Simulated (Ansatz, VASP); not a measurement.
One calculation of LiF, two programs

INCAR

```
ALGO = Normal ; EDIFF = 1E-7
ENCUT = 520 ; GGA = PE
ISIF = 2 ; ISMEAR = -1
LASPH = T ; LCHARG = F
LREAL = F ; LWAVE = F
NBANDS = 12 ; NELM = 60
PREC = Accurate ; SIGMA = 0.03
```

Contents of KPOINTS:

```
k-points
0
Gamma
  16 16 16
```

POSCAR

```
LiF
1.0
    0.0000000000      2.2112865174      2.2112865174
    2.2112865174      0.0000000000      2.2112865174
    2.2112865174      2.2112865174      0.0000000000
Li F
1 1
Direct
    0.0000000000      0.0000000000      0.0000000000
    0.2500000000      0.2500000000      0.2500000000
```

Input for Ansatz:

```yaml
crystal:
  lattice:
    - [0.0, 2.2112865174, 2.2112865174]
    - [2.2112865174, 0.0, 2.2112865174]
    - [2.2112865174, 2.2112865174, 0.0]
  atoms:
    - { symbol: Li, position: [0.0, 0.0, 0.0] }
    - { symbol: F, position: [0.25, 0.25, 0.25] }
kpoints:
  mp_grid: { grid: [16, 16, 16] }
scf:
  occupations: { method: fermi_dirac, width: 0.03 }
hamiltonian:
  xc: pbe
  pseudopotentials: { kind: all_electron, lapw: { basis_error: 0.0005 } }
output:
  forces: true
  stress: true
  eigenvalues: true
```

Change from the starting cell: volume scaled by 1.04.

Alike in both runs: task single point; functional PBE; k mesh 16 × 16 × 16; occupations fermi-dirac, width 0.03 eV; no spin polarisation.

|  | VASP | Ansatz |
| --- | --- | --- |
| version | VASP 6.6.1 | Ansatz 0.2.0 |
| potentials or method | VASP PAW PBE potentials, release 64 (Li_sv, F) | all-electron LAPW, scalar-relativistic |
| plane-wave cutoff (eV) | 520 | see its input |

```tsv
	VASP	Ansatz	Ansatz less VASP
gap on the k mesh at the Fermi level (eV)	7.43	7.43	-0.001
```

Ansatz ran all-electron here, so the differences hold the error of VASP's frozen core and of both bases.

 A k mesh can miss the band edges.
